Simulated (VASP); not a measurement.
The system is SiC (Moissanite 3C).

```
Si C
1.0
     0.00000    2.17900    2.17900
     2.17900    0.00000    2.17900
     2.17900    2.17900    0.00000
Si C
1 1
Direct
  0.00000 0.00000 0.00000
  0.25000 0.25000 0.25000
```

Base run:

| Quantity | Value |
| --- | --- |
| Program | VASP 6.6.1 |
| Functional | TB-mBJ |
| Potentials or basis | VASP PAW PBE potentials, release 64 (Si, C) |
| Cutoff | 520 eV |
| k mesh | 10 × 10 × 10 |
| Occupations | gaussian, width 0.03 eV |
| Spin | no spin polarisation |

Its results: band gap on the k mesh 2.34 eV, indirect (least direct gap 5.53 eV).

Question: After a change of settings the same cell gave: band gap on the k mesh 1.72 eV, indirect (least direct gap 5.06 eV). Which change was it?
A. functional from TB-mBJ to r2SCAN
B. functional from TB-mBJ to PBE; further incar settings from ALGO = Normal; EDIFF = 1e-07; NBANDS = 11 to ALGO = Fast; EDIFF = 1e-07; NBANDS = 28
C. functional from TB-mBJ to PBE; further incar settings from ALGO = Normal; EDIFF = 1e-07; NBANDS = 11 to ALGO = Fast; EDIFF = 1e-07; NBANDS = 11

Answer: A.
